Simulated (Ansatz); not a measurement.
# CoPtO2 (R-3m) in Ansatz: further runs, part 2 of 2

Ansatz 0.2.0. The steps go on from the part before.

## Step 6: Single point, PBE, collinear spin, ferromagnetic start

input.yaml

```yaml
crystal:
  lattice:
    - [1.4122699173, 0.8153744169, 5.9393891094]
    - [-1.4122699173, 0.8153744169, 5.9393891094]
    - [0.0, -1.6307488338, 5.9393891094]
  atoms:
    - { symbol: Pt, position: [0.0, 0.0, 0.0] }
    - { symbol: Co, position: [0.5, 0.5, 0.5], spin: 2.0 }
    - { symbol: O, position: [0.11224403, 0.11224403, 0.11224403] }
    - { symbol: O, position: [0.88775597, 0.88775597, 0.88775597] }
hamiltonian:
  xc: pbe
  pseudopotentials: { kind: paw }
magnetization:
  spin_polarized: true
kpoints:
  mp_grid: { grid: [11, 11, 11] }
scf:
  occupations: { method: gaussian, width: 0.027 }
output:
  forces: true
  stress: true
  eigenvalues: true
```

Potentials or basis: Ansatz PAW.

Command:

```bash
ansatz run input.yaml --threads 2 --pin off --max-ram 5632MiB --backend cpu --events-out ev --progress --plain --runs-dir out
```

The log of the run:

```text
Warning: RAYON_NUM_THREADS=2 ignored (pool sized by the plan → 2); use --threads N
basis.fft_grid_basis auto: the FFT boxes are laid along the combinations [[1, 0, -1], [0, 1, -1], [0, 0, 1]] of the cell's own vectors, 2.825, 2.825 and 6.159 Å long. The dense box has 20×20×45 points. Along the cell's own vectors, as sized, it would have 45×45×45, 5.06 times as many. Of the 12 symmetry operations that the crystal satisfies within crystal.symmetry.tolerance (time reversal apart; of a slab, those that keep its plane) the dense box along the cell's own vectors carries 12, and the one as laid loses 8 of those. basis.fft_grid_basis: typed keeps the cell's own vectors: state it where this run's energies or levels are differenced outside the engine with another run's, or held beside a run that keeps those vectors.
Engine: ansatz 0.2.0, x86_64-unknown-linux-gnu
Pseudopotentials: kind: paw
Pseudopotential: Pt, paw, valence charge 18, recommended cutoff 420 eV (normal), Pt.paw.azcp
Pseudopotential: Co, paw, valence charge 17, recommended cutoff 420 eV (normal), Co.paw.azcp
Pseudopotential: O, paw, valence charge 6, recommended cutoff 420 eV (normal), O.paw.azcp
Functional definition: PBE
  parameter kappa = 0.804
  parameter beta = 0.06672455060314922
  exchange = pbe_x(kappa = kappa, mu = beta*pi^2/3)
  correlation = pbe_c(beta = beta)
Crystal: 4 atoms, lattice volume = 41.036 Å³
Basis set: ecut = 420 eV, 805 PW (Γ), FFT grids on a1−a3, a2−a3, a3, exchange–correlation on 40×40×90 points (8 copies of the dense FFT grid, shifted against one another)
Bands: 30, of which v1, the nominal top of the filled ones, is band 24 counted from 1 (23 counted from 0)
Symmetry: 12 space group operations
Space group: R-3m (ITA 166), of the structure as read, at distance tolerance 3.4e-5 Å
Magnetic group: BNS 166.97 (UNI 1327), of the structure as read, at distance tolerance 3.4e-5 Å
k-points: 146 of 1331
Non-local potential: Pt, projectors of the file, l = 0: 3, l = 1: 2, l = 2: 2, l = 3: 1
Non-local potential: Co, projectors of the file, l = 0: 3, l = 1: 2, l = 2: 3, l = 3: 1
Non-local potential: O, projectors of the file, l = 0: 2, l = 1: 2, l = 2: 1
PAW form: soft (Blöchl's): semilocal exchange-correlation on the pseudo side does not see the compensation charge
PAW one-centre angular grid: Pt, 590 points (default); XC on 64 Gauss nodes
PAW one-centre angular grid: Co, 590 points (default); XC on 64 Gauss nodes
PAW one-centre angular grid: O, 110 points (default); XC on 64 Gauss nodes
Initial density: superposition of atomic densities (chi_scale 0.1, normalization cell, long waves kept (reshape's long-wave potential 0.28 eV rms))
Starting moments: Σ|m| = 2 μB on 1 of 4 sites
Initial wavefunctions: pseudopotential atomic-orbital guess
Functional: x = pbe(κ = 0.804, μ = 0.2195149727645171), c = pbe(β = 0.06672455060314922)
SCF iter   1: F=—  HF=-18781.058125 eV  |F-HF|=—  |Δ(HF+E_count)|=         —  Δρ=1.91e-1 (↑1.02e-1 ↓1.91e-1)  dr2=5.52e0  dr2_m=6.82e0  M=0.000 μB ∫|m|=0.214 μB  β_m=0.30  ethr=3.10e-3  ⟨swp⟩=5.1  Hψ=31515  notcnv=0
Mixer restart at iter 1: flushing history
[... 10 lines left out ...]
SCF iter   9: F=—  HF=-18782.444263 eV  |F-HF|=—  |Δ(HF+E_count)|=   1.04e-4  Δρ=2.07e-4 (↑2.07e-4 ↓1.53e-4)  dr2=3.47e-5  dr2_m=4.65e-7  M=0.000 μB ∫|m|=0.000 μB  β_m=0.86  ethr=1.58e-7  ⟨swp⟩=2.0  Hψ=16054  notcnv=0  defer=620
SCF iter  10: F=—  HF=-18782.444260 eV  |F-HF|=—  |Δ(HF+E_count)|=   3.44e-6  Δρ=6.17e-5 (↑6.17e-5 ↓3.96e-5)  dr2=2.61e-6  dr2_m=6.22e-8  M=0.000 μB ∫|m|=0.000 μB  β_m=0.93  ethr=7.39e-8  ⟨swp⟩=2.2  Hψ=11494  notcnv=0  defer=620
SCF iter  11: F=—  HF=-18782.444259 eV  |F-HF|=—  |Δ(HF+E_count)|=   2.94e-7  Δρ=1.29e-5 (↑1.17e-5 ↓1.29e-5)  dr2=1.86e-7  dr2_m=3.00e-10  M=0.000 μB ∫|m|=0.000 μB  β_m=0.91  ethr=5.55e-9  ⟨swp⟩=2.1  Hψ=15248  notcnv=0  defer=620
SCF iter  12: F=-18782.444259 eV  HF=-18782.444259 eV  |F-HF|=2.26e-9  |Δ(HF+E_count)|=   1.84e-8  Δρ=2.44e-6 (↑2.15e-6 ↓2.44e-6)  dr2=9.04e-9  dr2_m=4.66e-11  M=0.000 μB ∫|m|=0.000 μB  ethr=2.13e-10  ⟨swp⟩=7.7  Hψ=38951  notcnv=0
SCF 1 converged in 12 iterations: F = -18782.444259 eV  dr2 = 9.04e-9
WARN: the starting moments were not kept: the SCF closed with an absolute magnetisation of 9.0e-6 μB, where they sum to 2 μB in size (1 site). That is at most 0.1 of that sum. Measured as dr2_m measures the in/out step, that magnetisation stands 4.1e-11 eV from none, at or under the dr2_threshold of 1.0e-7 eV: it is no larger than a step whose dr2_m would equal this threshold. The system may hold no moment; this SCF shows only that its start led to no more than that. To try another start: raise the starting moments (crystal.atoms[].spin, magnetization.per_species, magnetization.initial_magnetization, or on a non-collinear deck that types none of these the spinor_matrix: blocks that start its atoms; where the total moment is fixed, keep their sum and leave initial_magnetization as it is; typed ones take the place of any that the run laid by itself, positive ones on a crystal's lanthanoids without a Hubbard term where scf.initial_density.shell_occupations: [] is typed) or, if the notice of its spin-set hold's release reads "site moments contracting" or "site moments show no strong build", lengthen the hold (scf.mixing.spin_hold: { on: { confirm: 4 } }; for m-r²SCAN on two components see the key's manual first). Each may lead to a state that holds a moment. A second SCF, from the converged charge density, with the starting moments and any scf.initial_density.shell_occupations laid on it anew, would have followed, and was not run: the deck does not ask for one (magnetization.retry_lost_moments is false, the default). To let it run, set magnetization.retry_lost_moments: true and run the deck again, where that key's refused combinations let it; where memory then withholds it, that run's warning says so.
SCF converged after 12 iterations
Magnetization: 0.0000 μB (23.5000 up, 23.5000 down)
Absolute magnetization: 0.0000 μB (∫|ρ↑−ρ↓|, with the PAW one-centre terms)
Spin contamination: 0.0000 ħ² per cell (⟨S²⟩ above its minimum at these occupations)
Per-site moments (μB) at R_I (Å): [(5.627169539005754e-6, 0.8249929496042441), (3.387649211286894e-7, 0.7826291999317879), (-2.7766214531695254e-7, 0.782629199931788), (-2.7766214554513686e-7, 0.7826291999317879)]
Free energy (F): -18782.444259 eV
Harris-Foulkes:  -18782.444259 eV  (|F-HF|=2.26e-9)
Internal energy: -18782.443969 eV  (E = F + TS)
E sigma→0 (E₀):  -18782.444114 eV
Entropy (-TS):   -0.000290 eV (-0.073 meV/atom)
Fermi energy:    16.599656 eV
--- Per-component energies (eV) ---
  E_band       = -473.439172
  E_kinetic    = 1438.797067
  E_local      = -5687.183566  (includes V_loc(G=0)·N_el)
  E_nonlocal   = 752.071932
  E_hartree    = 2280.460361
  E_xc         = -566.574722
  E_vxc        = -694.175345  (∫ρ·V_xc dr)
  E_paw        = -11283.268828  (= ΣΔE_a)
  E_vpaw       = -843.869525  (= ΣTr[D̂ρ^β])
  E_aug_tail   = 0.005001  (compensation charges beyond the density's cutoff)
  E_ewald      = -5716.751213
  E_smearing   = -0.000290  (= −TS)
  E_closure    = -0.000000  (closes the sum)
  Σ components = -18782.444259   (vs F -18782.444259, Δ=0.00e0)
--- Forces (eV/Å), atoms counted from 1 ---
  atom   1  Pt    -0.00000000     0.00000000    -0.00000000
  atom   2  Co    -0.00000000     0.00000000    -0.00000000
  atom   3  O      0.00000000    -0.00000000    -0.10320838
  atom   4  O     -0.00000000     0.00000000     0.10320838
  max |Σ_I F_I| component: 9.25e-18 eV/Å
--- Stress (GPa, compression-positive) ---
        6.394710       0.000000      -0.000000
        0.000000       6.394710       0.000000
        0.000000       0.000000       4.886946
  P = ⅓ Tr σ = 5.8921 GPa (58.921 kbar)
--- Band table (eV; the first three rows and the last of 292) ---
  k-point 0 ↑: bands = ["-82.0691", "-79.1427", "-42.4263", "-42.4263", "-42.3988", "-36.7049", "-35.9431", "-35.9431", "-5.0963", "-3.1608", "6.8691", "9.5522", "10.0019", "10.0019", "11.9627", "13.2160", "13.2160", "13.4510", "13.4510", "14.6344", "14.6344", "14.9898", "14.9898", "15.0436", "18.4499", "18.4499", "19.3502", "22.0895", "25.5402", "28.1557"]
  k-point 1 ↑: bands = ["-82.0678", "-79.1421", "-42.4325", "-42.4278", "-42.3979", "-36.7023", "-35.9663", "-35.9488", "-4.9993", "-3.1530", "6.9924", "9.7250", "9.7883", "10.0479", "12.1905", "12.7074", "12.9369", "13.3462", "13.6713", "14.5500", "14.6908", "14.9298", "15.0991", "15.1390", "18.2618", "18.3731", "19.4851", "22.5870", "25.7700", "28.5646"]
  k-point 2 ↑: bands = ["-82.0644", "-79.1405", "-42.4491", "-42.4317", "-42.3953", "-36.6949", "-36.0282", "-35.9642", "-4.7273", "-3.1355", "7.3216", "9.2342", "10.1720", "10.3107", "11.7426", "12.4295", "12.4485", "13.1640", "14.1174", "14.2421", "14.6969", "14.9396", "15.2837", "15.4837", "17.8807", "18.1866", "19.7513", "23.7610", "26.4018", "29.5960"]
  k-point 145 ↓: bands = ["-82.0678", "-79.1421", "-42.4325", "-42.4278", "-42.3978", "-36.7023", "-35.9663", "-35.9488", "-4.7580", "-3.5274", "8.5833", "9.0639", "9.9717", "10.1892", "10.5904", "12.0462", "12.3797", "13.3252", "13.6605", "14.6969", "14.7728", "15.5256", "15.8557", "15.8638", "17.8132", "17.9750", "20.6062", "21.6022", "25.6982", "28.2947"]
```

It took 6.7 s on 2 threads of Intel Xeon 6975P-C (Granite Rapids), shared host; peak memory 0.61 GiB.

What came out:

```
Free energy            : -18782.4443 eV
Pressure               : 5.9 GPa
Largest force          : 0.103 eV/Å
Band gap on the k mesh : none (metal or under the smearing width)
Net moment             : 0.00 μB per cell
Absolute moment        : 0.00 μB per cell
```

Forces on the atoms (eV/Å):
```
Pt   0.000  0.000  0.000
Co   0.000  0.000  0.000
O    0.000  0.000 -0.103
O    0.000  0.000  0.103
```

Caveat: the starting moments collapsed, and a magnetic state may lie lower; the pressure holds a Pulay correction of +0.7 GPa for the finite cutoff; semilocal functionals often make such compounds metallic where correlation or magnetic order opens a gap, which also shifts bond lengths; the starting moments weren't kept.
